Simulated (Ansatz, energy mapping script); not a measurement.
# CoO: exchange couplings from total energies, part 2 of 2

How strongly do the moments of CoO couple under PBE+15 % on-site EXX? The plan is to run several orders and fit a Heisenberg model.

PBE with 15 % exact exchange on Co d, ortho-atomic projectors; plane waves, collinear spin, no spin–orbit coupling.

So far. Step 4 (Parallel start in cell B (4 atoms)): The run ends ferromagnetic. For each magnetic atom its energy differs from the parallel run of the first cell by -0.24 meV, an error that one common reference would have brought in. Step 5 (Run 4 (compensated +−; cell B, 4 atoms)): The run ends antiferromagnetic, 18.80 meV a magnetic atom above the parallel order of its cell, a difference that unlike orbital or electronic states can set, not exchange alone.

In doubt: warnings of the run leave room for a lower electronic state (steps 6, 7, 8, 10), so energies may not be the lowest and differences between runs may mislead.

## (6) Parallel start in cell C (6 atoms)

A new cell needs its own zero of energy.

input.yaml reads:

```yaml
crystal:
  lattice:
    - [-3.01093909, 0.0, 0.0]
    - [0.0, -3.476732988, -2.439926906]
    - [1.505469545, -0.869183247, 4.879853812]
  atoms:
    - { symbol: Co, position: [0.666666667, 0.666666667, 0.333333333], spin: 3.0 }
    - { symbol: Co, position: [0.0, 0.0, 0.0], spin: 3.0 }
    - { symbol: Co, position: [0.333333333, 0.333333333, 0.666666667], spin: 3.0 }
    - { symbol: O, position: [0.0, 0.5, 0.0] }
    - { symbol: O, position: [0.333333333, 0.833333333, 0.666666667] }
    - { symbol: O, position: [0.666666667, 0.166666667, 0.333333333] }
magnetization:
  spin_polarized: true
kpoints:
  mp_grid: { grid: [9, 7, 9] }
hamiltonian:
  xc: pbe
  hubbard:
    sites: [{ species: Co, l: d, exx: { coeff: 0.15 } }]
    projectors: ortho-atomic
scf:
  occupations: { method: fermi_dirac, width: 0.05 }
output:
  eigenvalues: true
```

Run with:

```bash
> ansatz run input.yaml --threads 4 --pin off --max-ram 8192MiB --backend cpu --events-out ev --progress --plain --runs-dir out
```

Numbers of over 12 decimals in the logs are rounded to 6 here.

Output:

```text
[...]
Crystal: 6 atoms, lattice volume = 57.469 Å³
Basis set: ecut = 420 eV, 1103 PW (Γ)
Bands: 47, of which v1, the nominal top of the filled ones, is band 35 counted from 1 (34 counted from 0)
Symmetry: 12 space group operations
[...]
k-points: 160 of 567
[...]
Starting moments: Σ|m| = 9 μB on 3 of 6 sites
[...]
k-point 1 ↑: bands = [... 31 lower, 11.2197, 11.2654, 11.3612, 11.4532, 11.5780, 11.7676, 12.4832, 13.5509, ... 8 higher]
  k-point 2 ↑: bands = [... 31 lower, 11.2068, 11.2488, 11.3292, 11.4814, 11.8032, 11.8536, 12.1274, 13.8185, ... 8 higher]
  k-point 159 ↓: bands = [... 31 lower, 16.0353, 16.0887, 16.4689, 16.9415, 17.0225, 17.3152, 17.5837, 17.8246, ... 8 higher]
Occupation matrices written to <dir>
[key lines of the parts left out:]
SCF converged after 24 iterations
Magnetization: 9.0000 μB (39.0000 up, 30.0000 down)
Free energy (F): -17060.860966 eV
Fermi energy:    14.600240 eV
```

It took 3.6 min on 4 threads of Arm Neoverse V1, shared host; peak memory 4.5 GiB; 14 min of CPU time.

The run ends ferromagnetic. For each magnetic atom its energy differs from the parallel run of the first cell by -0.06 meV, an error that one common reference would have brought in.

## (7) Run 6 (uncompensated ++−; cell C, 6 atoms)

This order reverses 6.67 of the 12 neighbours at 3.00 Å, 2.67 of the 6 neighbours at 4.25 Å and 8 of the 24 neighbours at 5.20 Å, counted for an average magnetic atom.

Edit input.yaml of step 6 so:

```diff
@@ -8,3 +8,3 @@
     - { symbol: Co, position: [0.0, 0.0, 0.0], spin: 3.0 }
-    - { symbol: Co, position: [0.333333333, 0.333333333, 0.666666667], spin: 3.0 }
+    - { symbol: Co, position: [0.333333333, 0.333333333, 0.666666667], spin: -3.0 }
     - { symbol: O, position: [0.0, 0.5, 0.0] }
```

Output:

```text
[...]
Crystal: 6 atoms, lattice volume = 57.469 Å³
Basis set: ecut = 420 eV, 1103 PW (Γ)
Bands: 47, of which v1, the nominal top of the filled ones, is band 35 counted from 1 (34 counted from 0)
Symmetry: 4 space group operations
[...]
k-points: 160 of 567
[...]
Starting moments: Σ|m| = 9 μB on 3 of 6 sites
[...]
k-point 1 ↑: bands = [... 31 lower, 11.6506, 11.8039, 12.5446, 12.6425, 13.1387, 15.5704, 15.8258, 16.3381, ... 8 higher]
  k-point 2 ↑: bands = [... 31 lower, 11.6736, 12.0845, 12.5922, 12.5949, 13.1689, 15.8169, 16.1609, 16.4474, ... 8 higher]
  k-point 159 ↓: bands = [... 31 lower, 13.2581, 13.5513, 15.9959, 16.0676, 16.6836, 17.1215, 17.3142, 17.5864, ... 8 higher]
Occupation matrices written to <dir>
[key lines of the parts left out:]
SCF converged after 6 iterations
Magnetization: 3.0000 μB (36.0000 up, 33.0000 down)
Free energy (F): -17060.968169 eV
Fermi energy:    14.613918 eV
```

The job ended after 5.7 min (4 threads; peak memory 4.5 GiB; 22 min of CPU time).

The run ends ferrimagnetic, 35.73 meV a magnetic atom below the parallel order of its cell, a difference that unlike orbital or electronic states can set, not exchange alone.

## (8) Order 7: parallel, cell D of 6 atoms

A new cell needs its own zero of energy.

This run holds the same structure in another cell (a 3.011 → 2.996 Å, b 4.247 → 2.996 Å, c 5.180 → 7.369 Å, α 113.8 → 89.8°, β 106.9 → 89.8°, γ 90.0 → 60.3°).

input.yaml, the sections that differ from step 7:

```yaml
crystal:
  lattice:
    - [-1.505469545, -0.869183247, -2.439926906]
    - [1.505469545, -0.869183247, -2.439926906]
    - [0.0, -6.953465976, 2.439926906]
  atoms:
    - { symbol: Co, position: [0.666666667, 0.666666667, 0.333333333], spin: 3.0 }
    - { symbol: Co, position: [0.333333333, 0.333333333, 0.666666667], spin: 3.0 }
    - { symbol: Co, position: [0.0, 0.0, 0.0], spin: 3.0 }
    - { symbol: O, position: [0.0, 0.0, 0.5] }
    - { symbol: O, position: [0.666666667, 0.666666667, 0.833333333] }
    - { symbol: O, position: [0.333333333, 0.333333333, 0.166666667] }
kpoints:
  mp_grid: { grid: [10, 10, 4] }
# magnetization, hamiltonian, scf, output: as in step 7
```

Output:

```text
[...]
Crystal: 6 atoms, lattice volume = 57.469 Å³
Basis set: ecut = 420 eV, 1057 PW (Γ)
Bands: 47, of which v1, the nominal top of the filled ones, is band 35 counted from 1 (34 counted from 0)
Symmetry: 12 space group operations
[...]
k-points: 117 of 400
[...]
Starting moments: Σ|m| = 9 μB on 3 of 6 sites
[...]
k-point 1 ↑: bands = [... 31 lower, 11.0428, 11.0617, 11.6612, 11.6969, 12.9643, 12.9736, 13.8567, 13.8644, ... 8 higher]
  k-point 2 ↑: bands = [... 31 lower, 11.0975, 11.1172, 12.3136, 12.3136, 12.3348, 12.3348, 13.9813, 13.9915, ... 8 higher]
  k-point 116 ↓: bands = [... 31 lower, 15.9640, 16.1557, 16.5289, 16.5289, 16.7007, 16.7007, 17.8542, 17.9546, ... 8 higher]
Occupation matrices written to <dir>
[key lines of the parts left out:]
SCF converged after 14 iterations
Magnetization: 9.0000 μB (39.0000 up, 30.0000 down)
Free energy (F): -17060.856170 eV
Fermi energy:    14.595123 eV
```

It took 2.5 min on 4 threads; peak memory 3.4 GiB; 9.6 min of CPU time.

The run ends ferromagnetic. For each magnetic atom its energy differs from the parallel run of the first cell by 1.54 meV, an error that one common reference would have brought in.

## (9) Run 8 (uncompensated ++−; cell D, 6 atoms)

This order reverses 4 of the 12 neighbours at 3.00 Å, 4 of the 6 neighbours at 4.25 Å and 12 of the 24 neighbours at 5.20 Å, counted for an average magnetic atom.

Edit input.yaml of step 8 so:

```diff
@@ -8,3 +8,3 @@
     - { symbol: Co, position: [0.333333333, 0.333333333, 0.666666667], spin: 3.0 }
-    - { symbol: Co, position: [0.0, 0.0, 0.0], spin: 3.0 }
+    - { symbol: Co, position: [0.0, 0.0, 0.0], spin: -3.0 }
     - { symbol: O, position: [0.0, 0.0, 0.5] }
```

Output:

```text
[...]
Crystal: 6 atoms, lattice volume = 57.469 Å³
Basis set: ecut = 420 eV, 1057 PW (Γ)
Bands: 47, of which v1, the nominal top of the filled ones, is band 35 counted from 1 (34 counted from 0)
Symmetry: 4 space group operations
[...]
k-points: 117 of 400
[...]
Starting moments: Σ|m| = 9 μB on 3 of 6 sites
[...]
k-point 1 ↑: bands = [... 31 lower, 12.0719, 12.4343, 12.4501, 13.4403, 13.4410, 15.6687, 15.7891, 16.9592, ... 8 higher]
  k-point 2 ↑: bands = [... 31 lower, 12.4136, 12.4205, 12.4389, 13.2726, 13.2748, 15.6864, 16.7748, 16.9723, ... 8 higher]
  k-point 116 ↓: bands = [... 31 lower, 13.1789, 13.4841, 15.9808, 16.1126, 16.5003, 16.6719, 17.4777, 17.5800, ... 8 higher]
Occupation matrices written to <dir>
[key lines of the parts left out:]
SCF converged after 26 iterations
Magnetization: 3.0000 μB (36.0000 up, 33.0000 down)
Free energy (F): -17061.060521 eV
Fermi energy:    14.514194 eV
```

The job ended after 86 s (4 threads; peak memory 3.4 GiB).

The run ends ferrimagnetic, 68.12 meV a magnetic atom below the parallel order of its cell, a difference that unlike orbital or electronic states can set, not exchange alone.

## (10) Run 9 (parallel; cell E, 6 atoms)

A new cell needs its own zero of energy.

This run holds the same structure in another cell (b 2.996 → 4.247 Å, c 7.369 → 5.206 Å, α 89.8 → 113.9°, β 89.8 → 106.5°, γ 60.3 → 90.4°).

input.yaml, the sections that differ from step 9:

```yaml
crystal:
  lattice:
    - [-1.505469545, -0.869183247, -2.439926906]
    - [3.01093909, 1.738366494, -2.439926906]
    - [1.505469545, -4.345916235, 2.439926906]
  atoms:
    - { symbol: Co, position: [0.666666667, 0.666666667, 0.333333333], spin: 3.0 }
    - { symbol: Co, position: [0.333333333, 0.333333333, 0.666666667], spin: 3.0 }
    - { symbol: Co, position: [0.0, 0.0, 0.0], spin: 3.0 }
    - { symbol: O, position: [0.666666667, 0.166666667, 0.333333333] }
    - { symbol: O, position: [0.333333333, 0.833333333, 0.666666667] }
    - { symbol: O, position: [0.0, 0.5, 0.0] }
kpoints:
  mp_grid: { grid: [9, 9, 9] }
# magnetization, hamiltonian, scf, output: as in step 9
```

Output:

```text
[...]
Crystal: 6 atoms, lattice volume = 57.469 Å³
Basis set: ecut = 420 eV, 1097 PW (Γ)
Bands: 47, of which v1, the nominal top of the filled ones, is band 35 counted from 1 (34 counted from 0)
Symmetry: 12 space group operations
[...]
k-points: 205 of 729
[...]
Starting moments: Σ|m| = 9 μB on 3 of 6 sites
[...]
k-point 1 ↑: bands = [... 31 lower, 11.3972, 11.4869, 11.5691, 11.6740, 11.6796, 11.9228, 12.4650, 13.5191, ... 8 higher]
  k-point 2 ↑: bands = [... 31 lower, 11.3129, 11.5444, 11.5809, 11.6974, 11.7971, 12.0053, 12.1112, 13.7830, ... 8 higher]
  k-point 204 ↓: bands = [... 31 lower, 15.9260, 15.9755, 16.4791, 16.5409, 16.5508, 16.6557, 16.8697, 17.7606, ... 8 higher]
Occupation matrices written to <dir>
[key lines of the parts left out:]
SCF converged after 27 iterations
Magnetization: 9.0000 μB (39.0000 up, 30.0000 down)
Free energy (F): -17060.860901 eV
Fermi energy:    14.602935 eV
```

It took 5.2 min on 4 threads; peak memory 5.4 GiB; 20 min of CPU time.

The run ends ferromagnetic. For each magnetic atom its energy differs from the parallel run of the first cell by -0.04 meV, an error that one common reference would have brought in.

## (11) Order 10: uncompensated ++−, cell E of 6 atoms

Reversing part of the moments probes the couplings between the two sets.

Edit input.yaml of step 10 so:

```diff
@@ -8,3 +8,3 @@
     - { symbol: Co, position: [0.333333333, 0.333333333, 0.666666667], spin: 3.0 }
-    - { symbol: Co, position: [0.0, 0.0, 0.0], spin: 3.0 }
+    - { symbol: Co, position: [0.0, 0.0, 0.0], spin: -3.0 }
     - { symbol: O, position: [0.666666667, 0.166666667, 0.333333333] }
```

Output:

```text
Engine: ansatz 0.2.0, aarch64-unknown-linux-gnu
Pseudopotentials: kind: paw
Pseudopotential: Co, paw, valence charge 17, recommended cutoff 420 eV (normal), Co.paw.azcp
Pseudopotential: O, paw, valence charge 6, recommended cutoff 420 eV (normal), O.paw.azcp
Functional definition: PBE
  parameter kappa = 0.804
  parameter beta = 0.066725
  exchange = pbe_x(kappa = kappa, mu = beta*pi^2/3)
  correlation = pbe_c(beta = beta)
Crystal: 6 atoms, lattice volume = 57.469 Å³
Basis set: ecut = 420 eV, 1097 PW (Γ)
[...]
Starting moments: Σ|m| = 9 μB on 3 of 6 sites; this step starts from the density that it was given
[...]
spin=Collinear: Resta preconditioning applied to the charge; magnetization (m = ρ↑ − ρ↓) channel mixes plain (no charge-response kernel on spin).
[...]
SCF 2 converged in 20 iterations: F = -17060.926745 eV  dr2 = 2.86e-9
[...]
The result is that of the SCF that stage 1 started: 0.32 eV lower in free energy than the state whose close was followed first; 33 iterations were spent on what was left
Symmetry: 2 space group operations
k-points: 365 of 729
[...]
```

Wall time 2.8 min (4 threads); peak memory 2.8 GiB.

The run was stopped unfinished when the time set aside for it ran out, so what it printed is not taken as a result.

## (12) Mapping onto a Heisenberg model

Each energy difference is a sum of couplings weighted by the pairs that the order reverses. A few near shells are fitted to the differences by least squares. Energies are those extrapolated to zero occupation width, not the free energies F.

The orders side by side; each is measured from the parallel order in the same cell and on the same mesh:

```tsv
order	atoms	energy (meV a magnetic atom)	moments (μB)	moments kept as typed	opposed neighbours at 3.00, 4.25, 5.20 Å
parallel in cell A	4	0.00	2.62	yes	0, 0, 0
compensated +− in cell A	4	-94.32	2.54	yes	6, 6, 12
parallel in cell B	4	0.00	2.62	yes	0, 0, 0
compensated +− in cell B	4	18.80	2.60	yes	8, 0, 16
parallel in cell C	6	0.00	2.62	yes	0, 0, 0
uncompensated ++− in cell C	6	-35.73	2.55 to 2.58	yes	6.67, 2.67, 8
parallel in cell D	6	0.00	2.62	yes	0, 0, 0
uncompensated ++− in cell D	6	-68.12	2.54 to 2.58	yes	4, 4, 12
parallel in cell E	6	0.00	2.62	yes	0, 0, 0
```

The Heisenberg fit (each pair counts twice, positive J is ferromagnetic):

```tsv
pair	distance (Å)	neighbours	J (meV)
Co–Co	3.00	12	1.24
Co–Co	4.25	6	-9.20
Co–Co	5.20	24	-0.0653
```

## (13) Outcome

```
couplings : not to be trusted
```

In words: The warning signs here (open shells started apart) can come from unlike orbital states, and these open shells were not started from one set of occupation matrices, so the fitted couplings are not taken as the crystal's.

[Logs and program files are shortened in this print: banners, set-up blocks, solver, clock and traceback lines can be left out without a mark of their own.]

[Logs are printed without paths, hosts, clocks, repeated set-up lines and the standing remarks that a program may print on its own settings, such as how far it seeks lower states.]

[Hosts, paths, dates, database ids (printed as entryN), source tags and the programs' standing remarks are cut or masked in the printed files.]

[Where a cell is said to come from a database of computed structures, the database is the Materials Project.]
